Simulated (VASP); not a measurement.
# I (Cmce) in VASP: a series of runs

The runs below take I through relaxation of cell and atoms, with PBE.

Everything below comes from runs of VASP 6.6.1. Logs are shortened: lines on timing, memory, paths and dates and some standing lists are left out, and cuts for length are marked.

### Step 1. Starting point

The structure is orthorhombic, space group Cmce (No. 64). The conventional cell has a = 6.345 Å, b = 4.116 Å, c = 9.312 Å, α = 90.00°, β = 90.00°, γ = 90.00°. I (site symmetry m) has 3 I at 2.81 to 3.13 Å as nearest neighbours.

### Step 2. Relaxation of cell and atoms, PBE, target pressure 9.9 GPa, at which the enthalpy is minimised

The input, INCAR:

```
SYSTEM = I
PREC = Accurate
ENCUT = 600
EDIFF = 1E-7
ISMEAR = 0
SIGMA = 0.03
LREAL = .FALSE.
LASPH = .TRUE.
NELM = 80
ALGO = Normal
ISIF = 3
LWAVE = .FALSE.
LCHARG = .FALSE.
GGA = PE
IBRION = 2
NSW = 90
EDIFFG = -0.005
PSTRESS = 99.0
```

The input, KPOINTS:

```
Automatic mesh
0
G
  8 8 4
  0 0 0
```

The input, POSCAR:

```
I                                       
1.0
    3.1724076575     -2.0579022699     -0.0000000000
    3.1724076575      2.0579022699      0.0000000000
    0.0000000000      0.0000000000      9.3119082297
  I             
     4
Direct
     0.8053415194262484    0.1946584805737517    0.6237224735526009
     0.1946584805737517    0.8053415194262484    0.3762775264473990
     0.6946584805737516    0.3053415194262482    0.1237224735526010
     0.3053415194262482    0.6946584805737516    0.8762775264473991
```

Potentials or basis: VASP PAW PBE potentials, release 64 (I).

On the command line:

```
$ cat potpaw_PBE.64/I/POTCAR > POTCAR
$ mpirun -np 1 vasp_std > vasp.out
```

OUTCAR:

```text
SYSTEM = I
   PREC = Accurate
   ENCUT = 600
   EDIFF = 1E-7
   ISMEAR = 0
   LREAL = .FALSE.
   LASPH = .TRUE.
   NELM = 80
   ISIF = 3
   GGA = PE
   IBRION = 2
   NSW = 90
   EDIFFG = -0.005
   PSTRESS = 99.0

 ion  position               nearest neighbor table
   1  0.805  0.195  0.624-   2 2.81   4 3.13   4 3.13   2 3.41
   2  0.195  0.805  0.376-   1 2.81   3 3.13   3 3.13   1 3.41
   3  0.695  0.305  0.124-   4 2.81   2 3.13   2 3.13   4 3.41
   4  0.305  0.695  0.876-   3 2.81   1 3.13   1 3.13   3 3.41

  LATTYP: Found a base centered orthorhombic cell.
 ALAT       =     4.1158045398
 B/A-ratio  =     1.5415735256
 C/A-ratio  =     2.2624758148

  Lattice vectors:

 A1 = (  -3.1724076575,  -2.0579022699,   0.0000000000)
 A2 = (   3.1724076575,  -2.0579022699,   0.0000000000)
 A3 = (   0.0000000000,   0.0000000000,   9.3119082297)

Analysis of symmetry for initial positions (statically):
=====================================================================
 Subroutine PRICEL returns:
 Original cell was already a primitive cell.

 Routine SETGRP: Setting up the symmetry group for a
 base centered orthorhombic supercell.

 Subroutine GETGRP returns: Found  8 space group operations
 (whereof  4 operations were pure point group operations)
 out of a pool of  8 trial point group operations.

The static configuration has the point symmetry C_2h.
 The point group associated with its full space group is D_2h.

Analysis of symmetry for dynamics (positions and initial velocities):
=====================================================================
 Subroutine PRICEL returns:
 Original cell was already a primitive cell.

 Routine SETGRP: Setting up the symmetry group for a
 base centered orthorhombic supercell.

 Subroutine GETGRP returns: Found  8 space group operations
 (whereof  4 operations were pure point group operations)
 out of a pool of  8 trial point group operations.

The dynamic configuration has the point symmetry C_2h.
 The point group associated with its full space group is D_2h.

 Subroutine INISYM returns: Found  8 space group operations
 (whereof  4 operations are pure point group operations),
 and found     1 'primitive' translations

----------------------------------------------------------------------------------------

                                     Primitive cell

  volume of cell :     121.5857

  direct lattice vectors                    reciprocal lattice vectors
     3.172407657 -2.057902270  0.000000000     0.157609000 -0.242965863  0.000000000
     3.172407657  2.057902270  0.000000000     0.157609000  0.242965863  0.000000000
     0.000000000  0.000000000  9.311908230     0.000000000  0.000000000  0.107389374

  length of vectors
     3.781419323  3.781419323  9.311908230     0.289608369  0.289608369  0.107389374

  position of ions in fractional coordinates (direct lattice)
     0.805341519  0.194658481  0.623722474
     0.194658481  0.805341519  0.376277526
     0.694658481  0.305341519  0.123722474
     0.305341519  0.694658481  0.876277526

  ion indices of the primitive-cell ions
   primitive index   ion index
                 1           1
                 2           2
                 3           3
                 4           4

----------------------------------------------------------------------------------------

 KPOINTS: Automatic mesh

Automatic generation of k-mesh.
 Grid dimensions read from file:
 generate k-points for:    8    8    4

 Generating k-lattice:

  Cartesian coordinates                     Fractional coordinates (reciprocal lattice)
     0.019701125 -0.030370733  0.000000000     0.125000000 -0.000000000  0.000000000
     0.019701125  0.030370733  0.000000000    -0.000000000  0.125000000  0.000000000
     0.000000000  0.000000000  0.026847344     0.000000000  0.000000000  0.250000000

  Length of vectors
     0.036201046  0.036201046  0.026847344

  Shift w.r.t. Gamma in fractional coordinates (k-lattice)
     0.000000000  0.000000000  0.000000000

 Subroutine IBZKPT returns following result:
 ===========================================

 Found     63 irreducible k-points:

 Following reciprocal coordinates:
            Coordinates               Weight
  0.000000  0.000000  0.000000      1.000000
  0.125000  0.000000  0.000000      4.000000
  0.250000  0.000000  0.000000      4.000000
  0.375000  0.000000  0.000000      4.000000
  0.500000  0.000000  0.000000      2.000000
  0.125000  0.125000  0.000000      2.000000
[... 16 lines left out ...]
  0.125000  0.000000  0.250000      8.000000
  0.250000  0.000000  0.250000      8.000000
 [... further k-points ...]
   k-points           NKPTS =     63   k-points in BZ     NKDIM =     63   number of bands    NBANDS=     18
   number of dos      NEDOS =    301   number of ions     NIONS =      4
   total plane-waves  NPLWV =  72000
   dimension x,y,z NGX =    30 NGY =   30 NGZ =   80
   dimension x,y,z NGXF=    60 NGYF=   60 NGZF=  160
   ions per type =               4
   NGX,Y,Z   is equivalent  to a cutoff of  13.19, 13.19, 14.28 a.u.
   NGXF,Y,Z  is equivalent  to a cutoff of  26.38, 26.38, 28.56 a.u.
 SYSTEM =  I
   PREC   = accura    normal or accurate (medium, high low for compatibility)
   ISTART =      0    job   : 0-new  1-cont  2-samecut
   ICHARG =      2    charge: 1-file 2-atom 10-const
   ISPIN  =      1    spin polarized calculation?
   LNONCOLLINEAR =      F non collinear calculations
   LSORBIT =      F    spin-orbit coupling
   LASPH  =      T    aspherical Exc in radial PAW
   ENCUT  =  600.0 eV  44.10 Ry    6.64 a.u.   7.55  7.55 18.60*2*pi/ulx,y,z
   NELM   =     80;   NELMIN=  2; NELMDL= -5     # of ELM steps
   EDIFF  = 0.1E-06   stopping-criterion for ELM
   LREAL  =      F    real-space projection
   EDIFFG = -.5E-02   stopping-criterion for IOM
   NSW    =     90    number of steps for IOM
   IBRION =      2    ionic relax: 0-MD 1-quasi-New 2-CG
   NFREE  =      1    steps in history (QN), initial steepest desc. (CG)
   ISIF   =      3    stress and relaxation
   ISYM   =      2    0-nonsym 1-usesym 2-fastsym
   POTIM  = 0.5000    time-step for ionic-motion
   TEBEG  =    0.0;   TEEND  =   0.0 temperature during run
   PSTRESS=   99.0 pullay stress
   NELECT =      28.0000    total number of electrons
   NUPDOWN=      -1.0000    fix difference up-down
   EMIN   =  10.00;   EMAX   =-10.00  energy-range for DOS
   EFERMI =   0.00;   METHOD = LEGACY
   ISMEAR =     0;   SIGMA  =   0.03  broadening in eV -4-tet -1-fermi 0-gaus
   EFERMI_NEDOS =   21; number of points for ismear=-14 and -15
   IALGO  =     38    algorithm
   IMIX   =      4    mixing-type and parameters
     AMIX     =   0.40;   BMIX     =  1.00
     AMIX_MAG =   1.60;   BMIX_MAG =  1.00
  volume/ion in A,a.u.               =      30.40       205.13
  Fermi-wavevector in a.u.,A,eV,Ry     =   1.003460  1.896264 13.700139  1.006932
  Thomas-Fermi vector in A             =   2.136013
   LORBIT       =      0    0 simple, 1 ext, 2 COOP (PROOUT), +10 PAW based schemes
   GGA     = PE    functional components
   LHFCALC =     F    Hartree Fock is set to
   AEXX    =    0.0000 exact exchange contribution
   IVDW    =     0    specifies the selected vdW correction
   LEPSILON=     F    determine dielectric tensor
   LRPA    =     F    only Hartree local field effects (RPA)
 conjugate gradient relaxation of ions
 non-spin polarized calculation
 Gauss-broadening in eV      SIGMA  =   0.03
  energy-cutoff  :      600.00
  volume of cell :      121.59
 maximum number of plane-waves:      4087
   NGX = 15   NGY = 15   NGZ = 37

--------------------------------------- Ionic step        1  -------------------------------------------

 number of electron      27.9999998 magnetization

 Free energy of the ion-electron system (eV)
  ---------------------------------------------------
  ext. energy  EPLUGINS =         0.00000000
  ---------------------------------------------------
  free energy    TOTEN  =        -4.87372964 eV

  energy without entropy =       -4.87372964  energy(sigma->0) =       -4.87372964

------------------------ aborting loop because EDIFF is reached ----------------------------------------

  FORCE on cell =-STRESS in cart. coord.  units (eV):
  Direction    XX          YY          ZZ          XY          YZ          ZX
  --------------------------------------------------------------------------------------
  -------------------------------------------------------------------------------------
  Total        7.5039392      7.5097912      7.4782377      0.0000000      0.0000000      0.0000000
  in kB       98.8820522     98.9591653     98.5433736      0.0000000      0.0000000      0.0000000
  external PRESSURE =      -0.2051363 kB  Pullay stress =      99.0000000 kB
[... 105 lines left out ...]
  enthalpy is  TOTEN    =         2.6391521091 eV   P V=        7.5096487268

--------------------------------------- Ionic step        4  -------------------------------------------

 number of electron      27.9999998 magnetization

 Free energy of the ion-electron system (eV)
  ---------------------------------------------------
  ext. energy  EPLUGINS =         0.00000000
  ---------------------------------------------------
  free energy    TOTEN  =        -4.87053548 eV

  energy without entropy =       -4.87053548  energy(sigma->0) =       -4.87053548

 E-fermi :   6.8036     XC(G=0):  -9.6679

 val. band max:        6.6251679218   @ k =   0.5000   0.0000   0.5000
 cond. band min:       7.0091793690   @ k =   0.5000   0.3750   0.0000
 fundamental gap:      0.3840114473
 Fermi energy:         6.8035941045

 k-point     1 :       0.0000    0.0000    0.0000
  band No.  band energies     occupation
      1      -8.4142      2.00000
      2      -7.1758      2.00000
      3      -6.7798      2.00000
      4      -4.4398      2.00000
      5       0.7549      2.00000
      6       3.3392      2.00000
[... 10 lines left out ...]
     17      10.4922      0.00000
     18      12.5114      0.00000
[... 466 lines left out ...]
      2      -7.1965      2.00000
      3      -5.9741      2.00000
      4      -4.9456      2.00000
      5       1.0182      2.00000
      6       1.6217      2.00000
[... 10 lines left out ...]
     17      12.1932      0.00000
     18      12.2759      0.00000

 [... further k-points ...]

------------------------ aborting loop because EDIFF is reached ----------------------------------------

  FORCE on cell =-STRESS in cart. coord.  units (eV):
  Direction    XX          YY          ZZ          XY          YZ          ZX
  --------------------------------------------------------------------------------------
  -------------------------------------------------------------------------------------
  Total        7.5106360      7.5295931      7.5205273      0.0000000     -0.0000000      0.0000000
  in kB       99.0126119     99.2625225     99.1430090      0.0000000     -0.0000000      0.0000000
  external PRESSURE =       0.1393811 kB  Pullay stress =      99.0000000 kB
[... 19 lines left out ...]
  FREE ENERGIE OF THE ION-ELECTRON SYSTEM (eV)
  ---------------------------------------------------
  free  energy   TOTEN  =        -4.8705354803 eV

  energy  without entropy=       -4.8705354803  energy(sigma->0) =       -4.87053548

  enthalpy is  TOTEN    =         2.6391438569 eV   P V=        7.5096793372

 reached required accuracy - stopping structural energy minimisation
```

It took 2.3 min on 1 thread of AMD EPYC 9R45 (Zen 5), shared host; peak memory 0.31 GiB.

What came out:

| Property | Result |
| --- | --- |
| Free energy | -4.8705 eV |
| Relaxed volume | 30.38 Å³/atom |
| Relaxed cell | a = 3.781 Å, b = 3.781 Å, c = 9.307 Å, α = 90.00°, β = 90.00°, γ = 65.96° |
| Space group after relaxing (to 0.05 Å) | Cmce (No. 64) |
| Energy change on relaxing (the enthalpy is what falls) | +0.8 meV/atom |
| Ionic steps | 4 |
| Pressure after relaxing | 9.9 GPa |
| Largest force after relaxing | 0.004 eV/Å |
| Band gap on the k mesh | 0.38 eV, indirect (least direct gap 0.81 eV) |

Forces in eV/Å, atoms in the order of the input:
```
I    0.000  0.004  0.001
I    0.000 -0.004 -0.001
I    0.000 -0.004  0.001
I    0.000  0.004 -0.001
```

Step by step:
```csv
step,energy change (eV),largest force (eV/Å),pressure (GPa),volume (Å³)
1,0.0000,0.0052,9.88,121.59
2,0.0042,0.0056,9.93,121.52
3,0.0032,0.0051,9.92,121.53
4,0.0032,0.0044,9.91,121.53
```

Final structure:
```xyz
4
Lattice="3.1720 -2.0583 0.0000 3.1720 2.0583 0.0000 0.0000 0.0000 9.3075" Properties=species:S:1:pos:R:3 pbc="T T T"
I     3.1720   -1.2565    5.8050
I     3.1720    1.2565    3.5025
I     3.1720   -0.8017    1.1513
I     3.1720    0.8017    8.1562
```

Levels at points of the mesh, in eV from the valence-band top:
| k point | band 10 | band 11 | band 12 | band 13 | band 14 | band 15 | band 16 | band 17 | band 18 |
| --- | --- | --- | --- | --- | --- | --- | --- | --- | --- |
| (0.00, 0.00, 0.00) | -1.26 | -0.76 | -0.50 | -0.16 | -0.09 | 1.36 | 2.21 | 3.87 | 5.89 |
| (0.50, 0.00, 0.00) | -2.88 | -1.74 | -1.74 | -1.17 | -1.17 | 2.35 | 2.35 | 4.61 | 4.61 |
| (0.50, 0.50, 0.00) | -2.86 | -2.23 | -2.14 | -2.10 | -1.34 | 0.61 | 1.40 | 3.38 | 4.41 |
| (0.00, 0.00, 0.50) | -0.65 | -0.44 | -0.44 | -0.11 | -0.11 | 1.21 | 1.21 | 4.75 | 4.75 |
| (0.50, 0.00, 0.50) | -2.00 | -1.62 | -1.62 | 0.00 | 0.00 | 0.81 | 0.81 | 5.23 | 5.23 |
| (0.50, 0.50, 0.50) | -3.08 | -2.46 | -2.46 | -1.40 | -1.40 | 0.45 | 0.45 | 4.54 | 4.54 |

Caveat: the cell is relaxed towards a set pressure, so the enthalpy falls and the energy may rise; spin-orbit coupling is left out, which moves the levels of the heavy elements. As with any semilocal functional, this PBE gap is likely too small.

### Step 3. Relaxation of cell and atoms, PBE, target pressure 15 GPa, at which the enthalpy is minimised

This run uses another cell than the first one, of 29.64 Å³/atom, 0.975 times its volume.

The input, INCAR:

```
PREC = Accurate ; ENCUT = 600
EDIFF = 1E-6 ; ISMEAR = 0
SIGMA = 0.03 ; LREAL = False
LASPH = True ; NELM = 80
ALGO = Normal ; ISIF = 3
LWAVE = False ; LCHARG = False
GGA = PE ; IBRION = 2
NSW = 90 ; EDIFFG = -0.01
PSTRESS = 150.0
```

The input, KPOINTS:

```
regular mesh
0
Gamma
  8 8 4
```

The input, POSCAR:

```
I
1.0
    3.0815000000     -2.0717500000      0.0000000000
    3.0815000000      2.0717500000      0.0000000000
    0.0000000000      0.0000000000      9.2864000000
I
4
Direct
    0.8162400000      0.1837600000      0.6219700000
    0.1837600000      0.8162400000      0.3780300000
    0.6837600000      0.3162400000      0.1219700000
    0.3162400000      0.6837600000      0.8780300000
```

Potentials or basis: VASP PAW PBE potentials, release 64 (I).

On the command line:

```
$ cat potpaw_PBE.64/I/POTCAR > POTCAR
$ mpirun -np 1 vasp_std > vasp.out
```

Wall time 20 min (1 thread of Intel Xeon Platinum 8488C (Sapphire Rapids), shared host); peak memory 0.35 GiB.

The run converged. Its results:

* Free energy: -4.1707 eV
* Relaxed volume: 28.10 Å³/atom
* Relaxed cell: a = 3.653 Å, b = 3.653 Å, c = 9.176 Å, α = 90.00°, β = 90.00°, γ = 66.63°
* Space group after relaxing (to 0.05 Å): Cmce (No. 64)
* Energy change on relaxing (the enthalpy is what falls): +115.8 meV/atom
* Ionic steps: 17
* Pressure after relaxing: 15.0 GPa
* Largest force after relaxing: 0.004 eV/Å
* Band gap on the k mesh: 0.21 eV, indirect (least direct gap 0.66 eV)

Forces on the atoms (eV/Å):
```
I    0.000  0.003  0.002
I    0.000 -0.003 -0.002
I    0.000 -0.003  0.002
I    0.000  0.003 -0.002
```

The path:
```csv
step,energy change (eV),largest force (eV/Å),pressure (GPa),volume (Å³)
1,0.0000,0.4215,11.94,118.57
2,0.8681,0.5108,19.17,109.12
3,0.4277,0.4688,15.57,113.34
4,0.4775,0.1965,15.16,112.52
5,0.4737,0.1938,15.18,112.56
6,0.4330,0.1615,14.90,112.89
7,0.3462,0.0832,14.30,113.71
8,0.4802,0.0532,15.43,112.25
9,0.4435,0.0521,15.12,112.64
10,0.4634,0.0200,15.04,112.41
11,0.4645,0.0197,15.04,112.39
12,0.4565,0.0083,14.97,112.48
13,0.4518,0.0063,14.92,112.53
14,0.4551,0.0096,14.96,112.49
15,0.4591,0.0139,15.00,112.45
16,0.4601,0.0102,15.00,112.44
17,0.4632,0.0037,15.02,112.41
```

Final structure:
```
I
1.0
     3.05263   -2.00652    0.00000
     3.05263    2.00652    0.00000
     0.00000    0.00000    9.17587
I
4
Direct
  0.79716 0.20284 0.62404
  0.20284 0.79716 0.37596
  0.70284 0.29716 0.12404
  0.29716 0.70284 0.87596
```

Levels at points of the mesh, in eV from the valence-band top:
| k point | band 12 | band 13 | band 14 | band 15 | band 16 | band 17 |
| --- | --- | --- | --- | --- | --- | --- |
| (0.00, 0.00, 0.00) | -0.34 | -0.12 | -0.07 | 1.51 | 2.36 | 3.57 |
| (0.50, 0.00, 0.00) | -1.80 | -1.28 | -1.28 | 2.44 | 2.44 | 4.43 |
| (0.50, 0.50, 0.00) | -2.39 | -2.31 | -1.68 | 0.50 | 1.33 | 2.92 |
| (0.00, 0.00, 0.50) | -0.27 | -0.09 | -0.09 | 1.24 | 1.24 | 4.45 |
| (0.50, 0.00, 0.50) | -1.82 | 0.00 | 0.00 | 0.66 | 0.66 | 5.11 |
| (0.50, 0.50, 0.50) | -2.91 | -1.48 | -1.48 | 0.25 | 0.25 | 4.15 |

Caveat: the cell is relaxed towards a set pressure, so the enthalpy falls and the energy may rise; spin-orbit coupling is left out, which moves the levels of the heavy elements.
